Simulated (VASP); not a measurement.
# HfC (Fm-3m) in VASP: settings compared, part 2 of 2

VASP 6.6.1. Earlier steps stand in the parts before.

**4. Relaxation of cell and atoms, HSE03**

Contents of POSCAR:

```
HfC
1.0
    0.0000000000      2.3250000000      2.3250000000
    2.3250000000      0.0000000000      2.3250000000
    2.3250000000      2.3250000000      0.0000000000
Hf C
1 1
Direct
    0.5000000000      0.5000000000      0.5000000000
    0.0000000000      0.0000000000      0.0000000000
```

Contents of INCAR.step1:

```
PREC = Accurate
ENCUT = 600
EDIFF = 1E-5
ISMEAR = -1
SIGMA = 0.05
LREAL = F
LASPH = T
NELM = 60
ALGO = Normal
LWAVE = T
LCHARG = F
GGA = PE
```

Contents of INCAR.step2:

```
PREC = Accurate
ENCUT = 600
EDIFF = 1E-7
ISMEAR = -1
SIGMA = 0.05
LREAL = F
LASPH = T
NELM = 60
ALGO = Normal
ISIF = 3
LWAVE = F
LCHARG = F
GGA = PE
LHFCALC = T
HFSCREEN = 0.3
PRECFOCK = Normal
IBRION = 2
NSW = 40
EDIFFG = -0.005
ISTART = 1
```

Contents of KPOINTS:

```
regular mesh
0
Gamma
  5 5 5
```

Potentials or basis: VASP PAW PBE potentials, release 64 (Hf_pv, C).

Command:

```bash
$ cat potpaw_PBE.64/Hf_pv/POTCAR potpaw_PBE.64/C/POTCAR > POTCAR
$ cp INCAR.step1 INCAR
$ mpirun -np 1 vasp_std > vasp.out
$ cp INCAR.step2 INCAR
$ mpirun -np 1 vasp_std > vasp.out
```

OUTCAR:

```text
PREC = Accurate
   ENCUT = 600
   EDIFF = 1E-7
   ISMEAR = -1
   LREAL = F
   LASPH = T
   NELM = 60
   ISIF = 3
   GGA = PE
   LHFCALC = T
   HFSCREEN = 0.3
   PRECFOCK = Normal
   IBRION = 2
   NSW = 40
   EDIFFG = -0.005
   ISTART = 1

 ion  position               nearest neighbor table
   1  0.500  0.500  0.500-   2 2.33   2 2.33   2 2.33   2 2.33   2 2.33   2 2.33
   2  0.000  0.000  0.000-   1 2.33   1 2.33   1 2.33   1 2.33   1 2.33   1 2.33

  LATTYP: Found a face centered cubic cell.
 ALAT       =     4.6500000000

  Lattice vectors:

 A1 = (   0.0000000000,   2.3250000000,   2.3250000000)
 A2 = (   2.3250000000,   0.0000000000,   2.3250000000)
 A3 = (   2.3250000000,   2.3250000000,   0.0000000000)

[... 176 lines left out ...]
  -------------------------------------------------------------------------------------
  Total       -0.5544433     -0.5544433     -0.5544433     -0.0000000      0.0000000      0.0000000
  in kB      -35.3401898    -35.3401898    -35.3401898     -0.0000000      0.0000000      0.0000000
  external PRESSURE =     -35.3401898 kB  Pullay stress =       0.0000000 kB
[... 59 lines left out ...]
--------------------------------------- Ionic step        3  -------------------------------------------

 number of electron      14.0000000 magnetization

 Free energy of the ion-electron system (eV)
  ---------------------------------------------------
  ext. energy  EPLUGINS =         0.00000000
  ---------------------------------------------------
  free energy    TOTEN  =       -23.40098761 eV

  energy without entropy =      -23.39428582  energy(sigma->0) =      -23.39763671

 E-fermi :   5.6051     XC(G=0): -10.2676

 val. band max:        5.5360092558   @ k =   0.4000   0.4000   0.0000
 cond. band min:       6.1159563816   @ k =   0.2000   0.2000   0.0000
 fundamental gap:      0.5799471258
 Fermi energy:         5.6051097629

 k-point     1 :       0.0000    0.0000    0.0000
  band No.  band energies     occupation
      1     -25.6779      2.00000
      2     -25.6779      2.00000
      3     -25.6779      2.00000
      4      -7.9951      2.00000
      5       6.9572      0.00000
      6       6.9572      0.00000
      7       6.9572      0.00000
      8       7.7103      0.00000
      9       7.7103      0.00000
     10       7.7103      0.00000
     11       9.7247      0.00000
[... 153 lines left out ...]
  FREE ENERGIE OF THE ION-ELECTRON SYSTEM (eV)
  ---------------------------------------------------
  free  energy   TOTEN  =       -23.4009876083 eV

  energy  without entropy=      -23.3942858213  energy(sigma->0) =      -23.39763671

 reached required accuracy - stopping structural energy minimisation
```

OUTCAR.step1:

```text
PREC = Accurate
   ENCUT = 600
   EDIFF = 1E-5
   ISMEAR = -1
   LREAL = F
[... 345 lines left out ...]
      2.32500      2.32500      2.32500         0.000000      0.000000      0.000000
      0.00000      0.00000      0.00000        -0.000000     -0.000000     -0.000000
 -----------------------------------------------------------------------------------
    total drift:                                0.000000      0.000000      0.000000

  FREE ENERGIE OF THE ION-ELECTRON SYSTEM (eV)
  ---------------------------------------------------
  free  energy   TOTEN  =       -21.0026891118 eV

  energy  without entropy=      -20.9945033359  energy(sigma->0) =      -20.99859622
```

It took 17 min on 1 thread of Intel Xeon Platinum 8488C (Sapphire Rapids), shared host; peak memory 0.27 GiB.

Results:

```yaml
Free_energy: -23.4010 eV
Relaxed_volume: 12.39 Å³/atom
Relaxed_cell: a = 3.273 Å, b = 3.273 Å, c = 3.273 Å, α = 60.00°, β = 60.00°, γ = 60.00°
Space_group_after_relaxing_to_0.05_Å: Fm-3m (No. 225)
Energy_gained_by_relaxing: 2.0 meV/atom
Ionic_steps: 3
Pressure_after_relaxing: 0.0 GPa
Band_gap_on_the_k_mesh: none (metal or under the smearing width)
```

The path:
| step | energy change (eV) | largest force (eV/Å) | pressure (GPa) | volume (Å³) |
| --- | --- | --- | --- | --- |
| 1 | 0.0000 | 0.0000 | -3.53 | 25.14 |
| 2 | 0.0096 | 0.0000 | 7.00 | 24.14 |
| 3 | -0.0040 | 0.0000 | -0.02 | 24.78 |

Final structure:
```
CELL_PARAMETERS angstrom
0.00000 2.31402 2.31402
2.31402 0.00000 2.31402
2.31402 2.31402 0.00000
ATOMIC_POSITIONS crystal
Hf 0.50000 0.50000 0.50000
C 0.00000 0.00000 0.00000
```

Caveat: the k mesh is coarse (spacing up to 0.47 Å⁻¹), so the values aren't converged, least of all with exact exchange; the PAW data sets were made with another functional, which shifts forces and pressure a little. Spin-orbit coupling is left out, which matters for the levels of Hf.

**5. Electrostatic potential, PBE+TS (atoms moved at random, drawn with an rms of 0.1 Å)**

Contents of INCAR:

```
SYSTEM = HfC
  PREC = Accurate
  ENCUT = 520
  EDIFF = 1E-6
  ISMEAR = -1
  SIGMA = 0.05
  LREAL = .False.
  LASPH = .True.
  NELM = 100
  ALGO = Normal
  ISIF = 2
  LWAVE = .False.
  LCHARG = .True.
  GGA = PE
  IVDW = 2
  LVHAR = .True.
  NELMIN = 4
```

Contents of KPOINTS:

```
Automatic mesh
0
Gamma
  10 10 10
  0 0 0
```

Contents of POSCAR:

```
HfC
1.0
    0.0000000000      2.3250000000      2.3250000000
    2.3250000000      0.0000000000      2.3250000000
    2.3250000000      2.3250000000      0.0000000000
Hf C
1 1
Cartesian
    2.3073276750      2.3546228250      2.3983258500
   -0.0626029500      0.0742140000      0.0601384500
```

Potentials or basis: VASP PAW PBE potentials, release 64 (Hf_pv, C).

Command:

```bash
$ cat potpaw_PBE.64/Hf_pv/POTCAR potpaw_PBE.64/C/POTCAR > POTCAR
$ mpirun -np 1 vasp_std > vasp.out
```

OUTCAR:

```text
SYSTEM = HfC
   PREC = Accurate
   ENCUT = 520
   EDIFF = 1E-6
   ISMEAR = -1
   LREAL = .False.
   LASPH = .True.
   NELM = 100
   ISIF = 2
   GGA = PE
   IVDW = 2
   NELMIN = 4
  IVDW =   2

 ion  position               nearest neighbor table
   1  0.526  0.506  0.487-   2 2.28   2 2.28   2 2.31   2 2.34   2 2.37   2 2.37
   2  0.042  0.984  0.990-   1 2.28   1 2.28   1 2.31   1 2.34   1 2.37   1 2.37

  LATTYP: Found a face centered cubic cell.
 ALAT       =     4.6500000000

  Lattice vectors:

 A1 = (   0.0000000000,   2.3250000000,   2.3250000000)
[... 530 lines left out ...]
  Tkatchenko/Scheffler method for vdW energy calculation

  Number of pair interactions contributing to vdW energy:   62778

  Edisp (eV):   -1.24203

  FORCE on cell =-STRESS in cart. coord.  units (eV):
  Direction    XX          YY          ZZ          XY          YZ          ZX
  --------------------------------------------------------------------------------------
  -------------------------------------------------------------------------------------
  Total      -1.54743    -1.54877    -1.62647     0.04425     0.01377    -0.01390
  in kB     -98.63309   -98.71870  -103.67108     2.82067     0.87792    -0.88603
  external pressure =     -100.34 kB  Pullay stress =        0.00 kB

 VOLUME and BASIS-vectors are now :
 -----------------------------------------------------------------------------
  energy-cutoff  :      520.00
  volume of cell :       25.14
      direct lattice vectors                 reciprocal lattice vectors
     0.000000000  2.325000000  2.325000000    -0.215053763  0.215053763  0.215053763
     2.325000000  0.000000000  2.325000000     0.215053763 -0.215053763  0.215053763
     2.325000000  2.325000000  0.000000000     0.215053763  0.215053763 -0.215053763

 POSITION                                       TOTAL-FORCE (eV/Angst)
 -----------------------------------------------------------------------------------
      2.30733      2.35462      2.39833        -0.335165      0.332659     -0.098275
      4.58740      2.39921      2.38514         0.335165     -0.332659      0.098275
 -----------------------------------------------------------------------------------
    total drift:                                0.000050     -0.000003      0.000019

  FREE ENERGIE OF THE ION-ELECTRON SYSTEM (eV)
  ---------------------------------------------------
  free  energy   TOTEN  =       -22.2708466491 eV

  energy  without entropy=      -22.2679551676  energy(sigma->0) =      -22.26940091
```

OSZICAR:

```text
N       E                     dE             d eps       ncg     rms          rms(c)
DAV:   1     0.202221087587E+02    0.20222E+02   -0.79960E+03 11112   0.123E+03
DAV:   2    -0.226107523595E+02   -0.42833E+02   -0.40557E+02 13912   0.212E+02
DAV:   3    -0.242072782132E+02   -0.15965E+01   -0.15742E+01 14244   0.311E+01
DAV:   4    -0.242220139405E+02   -0.14736E-01   -0.14719E-01 13474   0.311E+00
DAV:   5    -0.242221993133E+02   -0.18537E-03   -0.18533E-03 14614   0.289E-01    0.569E+01
DAV:   6    -0.211075601315E+02    0.31146E+01   -0.20246E+01 12413   0.232E+01    0.409E+01
DAV:   7    -0.210419743299E+02    0.65586E-01   -0.64406E-01 12985   0.618E+00    0.248E+01
DAV:   8    -0.210350108738E+02    0.69635E-02   -0.58699E-02 12821   0.244E+00    0.595E+00
DAV:   9    -0.210290407725E+02    0.59701E-02   -0.27740E-02 12614   0.103E+00    0.186E+00
DAV:  10    -0.210288245085E+02    0.21626E-03   -0.90151E-04 13370   0.259E-01    0.421E-01
DAV:  11    -0.210288232158E+02    0.12927E-05   -0.17107E-04 12853   0.987E-02    0.707E-02
DAV:  12    -0.210288201176E+02    0.30982E-05   -0.93398E-06 13138   0.256E-02    0.715E-02
DAV:  13    -0.210288193589E+02    0.75879E-06   -0.44467E-07  6693   0.747E-03
   1 F= -.22270847E+02 E0= -.22269401E+02  d E =-.289148E-02
```

Run time: 80 s. Hardware: 1 thread of Intel Xeon Platinum 8559C (Emerald Rapids), shared host; peak memory 0.27 GiB.

What came out:

```yaml
Free_energy: -22.2708 eV
Pressure: -10.0 GPa
Largest_force: 0.482 eV/Å
Band_gap_on_the_k_mesh: none (metal or under the smearing width)
Hirshfeld_charges: Hf +0.42; C -0.42 e
Dispersion_energy_per_atom: -0.621 eV
```

Forces on the atoms (eV/Å):
```
Hf  -0.335  0.333 -0.098
C    0.335 -0.333  0.098
```

Caveat: atom-pairwise D2, TS and ULG terms overbind metals; pairwise dispersion overbinds metals, which lowers pressure and volume. Spin-orbit coupling is left out, which matters for the levels of Hf.

**6. For comparison**

An earlier run on the cell as given: functional PBE; potentials or basis VASP PAW PBE potentials, release 64 (Hf_pv, C); cutoff 520 eV; k mesh 10 × 10 × 10; occupations fermi-dirac, width 0.05 eV; no spin polarisation.

* Pressure: -0.4 GPa
* Band gap on the k mesh: none (metal or under the smearing width)

**7. The runs side by side**

```tsv
task	level	cell	k mesh	cutoff (eV)	grid for exact exchange (PRECFOCK)	other keys	mesh quality	gap on the mesh (eV)	pressure (GPa)	relaxed volume (Å³/atom)
relaxation of cell and atoms	revPBE+D3(BJ)	relaxed	10 × 10 × 10	600	-	-	not flagged	none	-0.1	12.23
relaxation of cell and atoms	revPBE+D4	relaxed	10 × 10 × 10	600	-	-	not flagged	none	-0.1	12.34
relaxation of cell and atoms	HSE03	relaxed	5 × 5 × 5	600	Normal	-	coarse	none	0.0	12.39
electrostatic potential	PBE+TS	atoms moved at random, drawn with an rms of 0.1 Å	10 × 10 × 10	520	-	NELMIN = 4	not flagged	none	-10.0	-
single point	PBE	as given	10 × 10 × 10	520	-	-	not flagged	none	-0.4	-
```

Alike in all rows: potentials or basis VASP PAW PBE potentials, release 64 (Hf_pv, C); no spin polarisation; smearing fermi-dirac 0.05 eV.

Caveats: some runs use coarse meshes; the PAW data sets were made with another functional, which shifts forces and pressure a little (some runs); pairwise dispersion overbinds metals, which lowers pressure and volume (some runs); atom-pairwise D2, TS and ULG terms overbind metals (some runs).

Absolute energies hang on the potentials; compare differences alone.
